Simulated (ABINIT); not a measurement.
# HgTe (Coloradoite) (F-43m) in ABINIT: a series of runs

One crystal, HgTe (Coloradoite), is run at these levels: LDA, PBEsol; tasks: single point.

Program: ABINIT 10.8.3 (patched build). These are calculated values, not measurements. Logs are shortened: lines on timing, memory, paths and dates and some standing lists are left out, and cuts for length are marked. The log counts tension as positive stress, the text compression.

## 1. The structure

It takes space group F-43m (No. 216, cubic). The conventional cell has a = 6.429 Å, b = 6.429 Å, c = 6.429 Å, α = 90.00°, β = 90.00°, γ = 90.00°. Hg (site symmetry -43m) is surrounded by 4 Te at 2.78 Å. Te (site symmetry -43m) has 4 Hg at 2.78 Å as nearest neighbours.

## 2. Single point, LDA

Contents of run.abi:

```
# Pseudopotentials
pp_dirpath "./"
pseudos "Hg.LDA_PW-JTH.xml, Te.LDA_PW-JTH.xml"

# Structure
acell 3*1.0 Angstrom
rprim
     0.0000000000     3.2145000000     3.2145000000
     3.2145000000     0.0000000000     3.2145000000
     3.2145000000     3.2145000000     0.0000000000
ntypat 2
znucl 80 52
natom 2
typat 1 2
xcart
     0.0000000000     0.0000000000     0.0000000000
     9.1117869414     9.1117869414     9.1117869414

# Plane-wave basis
ecut 20.0
pawecutdg 40.0

# k points
kptopt 1
ngkpt 4 4 4
nshiftk 1
shiftk 0.0 0.0 0.0

# Exchange and correlation
ixc 7

# Bands and occupations
nband 13
occopt 3
tsmear 0.00183747

# SCF cycle
nstep 100
tolvrs 1.0e-9

# Output
iomode 3
prtwf 0
prteig 0
prtebands 0
enunit 2
prtden 1
prtvha 1
prtvclmb 1
prtpot 1
```

Potentials or basis: JTH PAW LDA v2.0.

The run is started by

```console
$ abinit run.abi > log 2>&1
```

run.abo:

```text
.Version 10.8.3 of ABINIT
 Symmetries : space group F-4 3 m (#216); Bravais cF (face-center cubic)
================================================================================
 Values of the parameters that define the memory need of the present run
     intxc =       0    ionmov =       0      iscf =      17    lmnmax =      18
     lnmax =       6     mgfft =      36  mpssoang =       3    mqgrid =    3001
     natom =       2  nloc_mem =       2    nspden =       1   nspinor =       1
    nsppol =       1      nsym =      24    n1xccc =       1    ntypat =       2
    occopt =       3   xclevel =       1
       mpw =        1924          nfft =       46656          nkpt =           8
 PAW method is used; the additional fine FFT grid is defined by:
   mgfftf=        50    nfftf =    125000
================================================================================
================================================================================

--------------------------------------------------------------------------------
------------- Echo of variables that govern the present computation ------------
--------------------------------------------------------------------------------
 -outvars: echo values of preprocessed input variables --------
            acell      1.8897261259E+00  1.8897261259E+00  1.8897261259E+00 Bohr
              amu      2.00590000E+02  1.27600000E+02
             ecut      2.00000000E+01 Hartree
           enunit           2
              ixc           7
         kptrlatt        4    0    0      0    4    0      0    0    4
          kptrlen      3.43627005E+01
            natom           2
            nband          13
            ngfft          36      36      36
          ngfftdg          50      50      50
             nkpt           8
            nstep         100
             nsym          24
           ntypat           2
           occopt           3
        pawecutdg      4.00000000E+01 Hartree
        prtebands           0
           prteig           0
           prtpot           1
         prtvclmb           1
           prtvha           1
            prtwf           0
            rprim      0.0000000000E+00  3.2145000000E+00  3.2145000000E+00
                       3.2145000000E+00  0.0000000000E+00  3.2145000000E+00
                       3.2145000000E+00  3.2145000000E+00  0.0000000000E+00
          spgroup         216
           tolvrs      1.00000000E-09
           tsmear      1.83747000E-03 Hartree
            typat      1  2
           useylm           1
           xangst      0.0000000000E+00  0.0000000000E+00  0.0000000000E+00
                       4.8217500000E+00  4.8217500000E+00  4.8217500000E+00
            xcart      0.0000000000E+00  0.0000000000E+00  0.0000000000E+00
                       9.1117869476E+00  9.1117869476E+00  9.1117869476E+00
             xred      0.0000000000E+00  0.0000000000E+00  0.0000000000E+00
                       7.5000000000E-01  7.5000000000E-01  7.5000000000E-01
            znucl       80.00000   52.00000

================================================================================

 chkinp: Checking input parameters for consistency.

================================================================================
== DATASET  1 ==================================================================

--- !DatasetInfo
iteration_state: {dtset: 1, }
dimensions: {natom: 2, nkpt: 8, mband: 13, nsppol: 1, nspinor: 1, nspden: 1, mpw: 1924, }
cutoff_energies: {ecut:  20.0, pawecutdg:  40.0, }
electrons: {nelect:   1.80000000E+01, charge:   0.00000000E+00, occopt:   3.00000000E+00, tsmear:   1.83747000E-03, }
meta: {optdriver: 0, ionmov: 0, optcell: 0, iscf: 17, paral_kgb: 0, }
...

 Exchange-correlation functional for the present dataset will be:
  LDA: Perdew-Wang 92 LSD fit to Ceperley-Alder data - ixc=7
  J.P.Perdew and Y.Wang, PRB 45, 13244 (1992)

 Real(R)+Recip(G) space primitive vectors, cartesian coordinates (Bohr,Bohr^-1):
 R(1)=  0.0000000  6.0745246  6.0745246  G(1)= -0.0823110  0.0823110  0.0823110
 R(2)=  6.0745246  0.0000000  6.0745246  G(2)=  0.0823110 -0.0823110  0.0823110
 R(3)=  6.0745246  6.0745246  0.0000000  G(3)=  0.0823110  0.0823110 -0.0823110
 Unit cell volume ucvol=  4.4829809E+02 bohr^3
 Angles (23,13,12)=  6.00000000E+01  6.00000000E+01  6.00000000E+01 degrees

 Coarse grid specifications (used for wave-functions):

 getcut: wavevector=  0.0000  0.0000  0.0000  ngfft=  36  36  36
         ecut(hartree)=     20.000   => boxcut(ratio)=   2.08159

 Fine grid specifications (used for densities):

 getcut: wavevector=  0.0000  0.0000  0.0000  ngfft=  50  50  50
         ecut(hartree)=     40.000   => boxcut(ratio)=   2.04513

--- Pseudopotential description ------------------------------------------------
- pspini: atom type   1  psp file is ./Hg.LDA_PW-JTH.xml
 Pseudopotential format is: paw10
[... 57 lines left out ...]
comment   : Summary of ground state results
lattice_vectors:
- [  0.0000000,   6.0745246,   6.0745246, ]
- [  6.0745246,   0.0000000,   6.0745246, ]
- [  6.0745246,   6.0745246,   0.0000000, ]
lattice_lengths: [   8.59068,    8.59068,    8.59068, ]
lattice_angles: [ 60.000,  60.000,  60.000, ] # degrees, (23, 13, 12)
lattice_volume:   4.4829809E+02
convergence: {deltae: -1.147E-10, res2:  5.327E-10, residm:  1.929E-08, diffor: null, }
etotal    :  -5.08238922E+01
entropy   :   0.00000000E+00
fermie    :  -1.04292765E-01
cartesian_stress_tensor: # hartree/bohr^3
- [ -2.79484287E-05,   0.00000000E+00,   0.00000000E+00, ]
- [  0.00000000E+00,  -2.79484287E-05,   0.00000000E+00, ]
- [  0.00000000E+00,   0.00000000E+00,  -2.79484287E-05, ]
pressure_GPa:   8.2227E-01
xred      :
- [  0.0000E+00,   0.0000E+00,   0.0000E+00, Hg]
- [  7.5000E-01,   7.5000E-01,   7.5000E-01, Te]
cartesian_forces: # hartree/bohr
- [  8.65758725E-32,  -4.32879363E-31,   8.65758725E-32, ]
- [ -8.65758725E-32,   4.32879363E-31,  -8.65758725E-32, ]
force_length_stats: {min:   4.49861430E-31, max:   4.49861430E-31, mean:   4.49861430E-31, }
...

 Integrated electronic density in atomic spheres:
 ------------------------------------------------
 Atom  Sphere_radius  Integrated_density
    1        2.40020          9.99167859
    2        2.31107          3.13752375

================================================================================

 ----iterations are completed or convergence reached----

 Mean square residual over all n,k,spin=   18.816E-11; max=  19.294E-09
 reduced coordinates (array xred) for    2 atoms
       0.000000000000      0.000000000000      0.000000000000
       0.750000000000      0.750000000000      0.750000000000
 rms dE/dt=  2.5764E-30; max dE/dt=  2.1036E-30; dE/dt below (all hartree)
    1       0.000000000000      0.000000000000      0.000000000000
    2      -0.000000000000      0.000000000000     -0.000000000000

 cartesian coordinates (angstrom) at end:
    1      0.00000000000000     0.00000000000000     0.00000000000000
    2      4.82175000000000     4.82175000000000     4.82175000000000

 cartesian forces (hartree/bohr) at end:
    1      0.00000000000000    -0.00000000000000     0.00000000000000
    2     -0.00000000000000     0.00000000000000    -0.00000000000000
 frms,max,avg= 2.5972762E-31 4.3287936E-31   0.000E+00  0.000E+00  0.000E+00 h/b

 cartesian forces (eV/Angstrom) at end:
    1      0.00000000000000    -0.00000000000000     0.00000000000000
    2     -0.00000000000000     0.00000000000000    -0.00000000000000
 frms,max,avg= 1.3355731E-29 2.2259552E-29   0.000E+00  0.000E+00  0.000E+00 e/A
 length scales=  1.889726125908  1.889726125908  1.889726125908 bohr
              =  1.000000000000  1.000000000000  1.000000000000 angstroms
 Fermi (or HOMO) energy (hartree) =  -0.10429   Average Vxc (hartree)=  -0.32966
 Eigenvalues (hartree) for nkpt=   8  k points:
 kpt#   1, nband= 13, wtk=  0.01563, kpt=  0.0000  0.0000  0.0000 (reduced coord)
  -0.55369   -0.37920   -0.37920   -0.37920   -0.35904   -0.35904   -0.13827   -0.10557
  -0.10557   -0.10557    0.04751    0.04751    0.04751
      occupation numbers for kpt#   1
   2.00000    2.00000    2.00000    2.00000    2.00000    2.00000    2.00000    1.33331
   1.33331    1.33331    0.00000    0.00000    0.00000
 prteigrs : prtvol=0 or 1, do not print more k-points.

 Fermi (or HOMO) energy (eV) =  -2.83795   Average Vxc (eV)=  -8.97041
 Eigenvalues (   eV  ) for nkpt=   8  k points:
 kpt#   1, nband= 13, wtk=  0.01563, kpt=  0.0000  0.0000  0.0000 (reduced coord)
 -15.06667  -10.31858  -10.31858  -10.31858   -9.76989   -9.76989   -3.76246   -2.87261
  -2.87261   -2.87261    1.29279    1.29279    1.29279
 prteigrs : prtvol=0 or 1, do not print more k-points.

--- !EnergyTerms
iteration_state     : {dtset: 1, }
comment             : Components of total free energy in Hartree
kinetic             :  1.28844472518053E+01
hartree             :  1.28136875548663E+01
xc                  : -7.31929154161418E+00
Ewald energy        : -3.87171840620436E+01
psp_core            :  6.04966425816284E+00
local_psp           : -3.52852944775284E+01
PAW spherical_terms : -1.24978644981296E+00
internal            : -5.08237574661647E+01
'-kT*entropy'       : -1.09803889756379E-04
total_energy        : -5.08238672700545E+01
total_energy_eV     : -1.38298788279992E+03
...

--- !EnergyTermsDC
iteration_state     : {dtset: 1, }
comment             : '"Double-counting" decomposition of free energy'
band_energy         : -5.95206943082065E+00
Ewald energy        : -3.87171840620436E+01
psp_core            :  6.04966425816284E+00
xc_dc               : -1.31410339096627E+01
PAW spherical_terms :  9.36840725852669E-01
internal            : -5.08237824185115E+01
'-kT*entropy'       : -1.09803889756379E-04
total_energy_dc     : -5.08238922224012E+01
total_energy_dc_eV  : -1.38298856178787E+03
...

--- !EnergyTermsWithPAWCore
iteration_state     : {dtset: 1, }
comment             : 'Components of total free energy, including PAW core contributions'
Total energy        : -2.64010052132963E+04
Total energy DC     : -2.64010052382487E+04
Total energy (eV)   : -7.18407950141164E+05
Total energy DC (eV): -7.18407950820152E+05
...

 Cartesian components of stress tensor (hartree/bohr^3)
  sigma(1 1)= -2.79484287E-05  sigma(3 2)=  0.00000000E+00
  sigma(2 2)= -2.79484287E-05  sigma(3 1)=  0.00000000E+00
  sigma(3 3)= -2.79484287E-05  sigma(2 1)=  0.00000000E+00

-Cartesian components of stress tensor (GPa)         [Pressure=  8.2227E-01 GPa]
- sigma(1 1)= -8.22271161E-01  sigma(3 2)=  0.00000000E+00
- sigma(2 2)= -8.22271161E-01  sigma(3 1)=  0.00000000E+00
- sigma(3 3)= -8.22271161E-01  sigma(2 1)=  0.00000000E+00

== END DATASET(S) ==============================================================
================================================================================

 -outvars: echo values of variables after computation  --------
            acell      1.8897261259E+00  1.8897261259E+00  1.8897261259E+00 Bohr
           etotal     -5.0823892222E+01
            fcart      8.6575872522E-32 -4.3287936261E-31  8.6575872522E-32
                      -8.6575872522E-32  4.3287936261E-31 -8.6575872522E-32
            rprim      0.0000000000E+00  3.2145000000E+00  3.2145000000E+00
                       3.2145000000E+00  0.0000000000E+00  3.2145000000E+00
                       3.2145000000E+00  3.2145000000E+00  0.0000000000E+00
           strten     -2.7948428711E-05 -2.7948428711E-05 -2.7948428711E-05
                       0.0000000000E+00  0.0000000000E+00  0.0000000000E+00
           xangst      0.0000000000E+00  0.0000000000E+00  0.0000000000E+00
                       4.8217500000E+00  4.8217500000E+00  4.8217500000E+00
             xred      0.0000000000E+00  0.0000000000E+00  0.0000000000E+00
                       7.5000000000E-01  7.5000000000E-01  7.5000000000E-01
 Calculation completed.
```

Run time: 11 s. Hardware: 1 thread of Arm Neoverse V1, shared host; peak memory 0.11 GiB.

Results:

- Free energy: -1382.9886 eV
- Pressure: 0.8 GPa
- Band gap on the k mesh: none (metal or under the smearing width)
- Valence electrons inside the program's atomic spheres: Hg 9.99; Te 3.14

Caveat: the k mesh is coarse (spacing up to 0.42 Å⁻¹), so the values aren't converged. Spin-orbit coupling is left out, which matters for the levels of Hg, Te.

## 3. Single point, PBEsol

Contents of run.abi:

```
# Pseudopotentials
pp_dirpath "./"
pseudos "Hg.GGA_PBE-JTH.xml, Te.GGA_PBE-JTH.xml"

# Structure
acell 3*1.0
rprim
     0.0000000000     6.0745246276     6.0745246276
     6.0745246276     0.0000000000     6.0745246276
     6.0745246276     6.0745246276     0.0000000000
ntypat 2
znucl 80 52
natom 2
typat 1 2
xred
     0.0000000000     0.0000000000     0.0000000000
     0.7500000000     0.7500000000     0.7500000000

# Plane-wave basis
ecut 20.0
pawecutdg 40.0

# k points
kptopt 1
ngkpt 4 4 4
nshiftk 1
shiftk 0.0 0.0 0.0

# Exchange and correlation
ixc -116133

# Bands and occupations
nband 13
occopt 3
tsmear 0.00183747

# SCF cycle
nstep 100
tolvrs 1.0e-9

# Output
iomode 3
prtwf 0
prteig 0
prtebands 0
enunit 1
prtden 1
prtvha 1
prtvclmb 1
prtpot 1
```

Potentials or basis: JTH PAW PBE v2.0.

The run is started by

```console
$ abinit run.abi > log 2>&1
```

Wall time 26 s (1 thread of Arm Neoverse V1, shared host); peak memory 0.12 GiB.

The run converged. Its results:

- Free energy: -1376.8447 eV
- Pressure: 2.5 GPa
- Band gap on the k mesh: none (metal or under the smearing width)
- Valence electrons inside the program's atomic spheres: Hg 9.99; Te 3.12

Levels at points of the mesh, in eV from the Fermi level:
```
           k point  band 7  band 8  band 9  band 10  band 11  band 12
(0.00, 0.00, 0.00)   -0.79   -0.03   -0.03    -0.03     4.14     4.14
(0.50, 0.00, 0.00)   -5.69   -1.06   -1.06     0.59     4.97     4.97
(0.50, 0.50, 0.00)   -5.61   -2.40   -2.40     1.79     2.30     8.17
```

Caveat: the k mesh is coarse (spacing up to 0.42 Å⁻¹), so the values aren't converged; the PAW data sets were made with another functional, which shifts forces and pressure a little.

## 4. Single point, LDA

Contents of run.abi:

```
pp_dirpath "./"
pseudos "Hg.LDA_PW-JTH.xml, Te.LDA_PW-JTH.xml"

acell 3*1.0 Angstrom
rprim
     0.0000000000     3.2145000000     3.2145000000
     3.2145000000     0.0000000000     3.2145000000
     3.2145000000     3.2145000000     0.0000000000
ntypat 2
znucl 80 52
natom 2
typat 1 2
xred
     0.0000000000     0.0000000000     0.0000000000
     0.7500000000     0.7500000000     0.7500000000

ecut 20.0
pawecutdg 40.0

kptopt 1
ngkpt 9 9 9
nshiftk 1
shiftk 0.0 0.0 0.0

ixc 7

nband 13
occopt 3
tsmear 0.00183747

nstep 100
tolvrs 1.0e-9

iomode 3
prtwf 0
prtden 0
prteig 0
prtebands 0
enunit 1
```

Potentials or basis: JTH PAW LDA v2.0.

The run is started by

```console
$ abinit run.abi > log 2>&1
```

run.abo:

```text
.Version 10.8.3 of ABINIT
 Symmetries : space group F-4 3 m (#216); Bravais cF (face-center cubic)
================================================================================
 Values of the parameters that define the memory need of the present run
     intxc =       0    ionmov =       0      iscf =      17    lmnmax =      18
     lnmax =       6     mgfft =      36  mpssoang =       3    mqgrid =    3001
     natom =       2  nloc_mem =       2    nspden =       1   nspinor =       1
    nsppol =       1      nsym =      24    n1xccc =       1    ntypat =       2
    occopt =       3   xclevel =       1
       mpw =        1936          nfft =       46656          nkpt =          35
 PAW method is used; the additional fine FFT grid is defined by:
   mgfftf=        50    nfftf =    125000
================================================================================
================================================================================

--------------------------------------------------------------------------------
[... 259 lines left out ...]
- sigma(1 1)= -3.45494841E-01  sigma(3 2)=  0.00000000E+00
- sigma(2 2)= -3.45494841E-01  sigma(3 1)=  0.00000000E+00
- sigma(3 3)= -3.45494841E-01  sigma(2 1)=  0.00000000E+00

== END DATASET(S) ==============================================================
================================================================================

 -outvars: echo values of variables after computation  --------
            acell      1.8897261259E+00  1.8897261259E+00  1.8897261259E+00 Bohr
           etotal     -5.0827585160E+01
            fcart     -0.0000000000E+00 -0.0000000000E+00 -0.0000000000E+00
                      -0.0000000000E+00 -0.0000000000E+00 -0.0000000000E+00
            rprim      0.0000000000E+00  3.2145000000E+00  3.2145000000E+00
                       3.2145000000E+00  0.0000000000E+00  3.2145000000E+00
                       3.2145000000E+00  3.2145000000E+00  0.0000000000E+00
           strten     -1.1743130970E-05 -1.1743130970E-05 -1.1743130970E-05
                       0.0000000000E+00  0.0000000000E+00  0.0000000000E+00
           xangst      0.0000000000E+00  0.0000000000E+00  0.0000000000E+00
                       4.8217500000E+00  4.8217500000E+00  4.8217500000E+00
             xred      0.0000000000E+00  0.0000000000E+00  0.0000000000E+00
                       7.5000000000E-01  7.5000000000E-01  7.5000000000E-01
 Calculation completed.
```

Wall time 74 s (1 thread of Arm Neoverse V1, shared host); peak memory 0.12 GiB.

Results:

- Free energy: -1383.0891 eV
- Pressure: 0.3 GPa
- Band gap on the k mesh: none (metal or under the smearing width)
- Valence electrons inside the program's atomic spheres: Hg 9.99; Te 3.13

Levels at points of the mesh, in eV from the Fermi level:
```csv
k point,band 7,band 8,band 9,band 10,band 11,band 12
"(0.00, 0.00, 0.00)",-0.93,-0.06,-0.06,-0.06,4.13,4.13
```

## 5. The runs side by side

| level | potentials or basis | k mesh | mesh quality | gap on the mesh (eV) | pressure (GPa) |
| --- | --- | --- | --- | --- | --- |
| LDA | JTH PAW LDA v2.0 | 4 × 4 × 4 | coarse | none | 0.8 |
| PBEsol | JTH PAW PBE v2.0 | 4 × 4 × 4 | coarse | none | 2.5 |
| LDA | JTH PAW LDA v2.0 | 9 × 9 × 9 | not flagged | none | 0.3 |

Alike in all rows: task single point; no spin polarisation; cell as given; cutoff (eV) 544; smearing fermi-dirac 0.05 eV.

Caveats: some runs use coarse meshes; the PAW data sets were made with another functional, which shifts forces and pressure a little (some runs).

Total energies depend on the potentials used, so only differences within one code and one set of settings carry meaning.
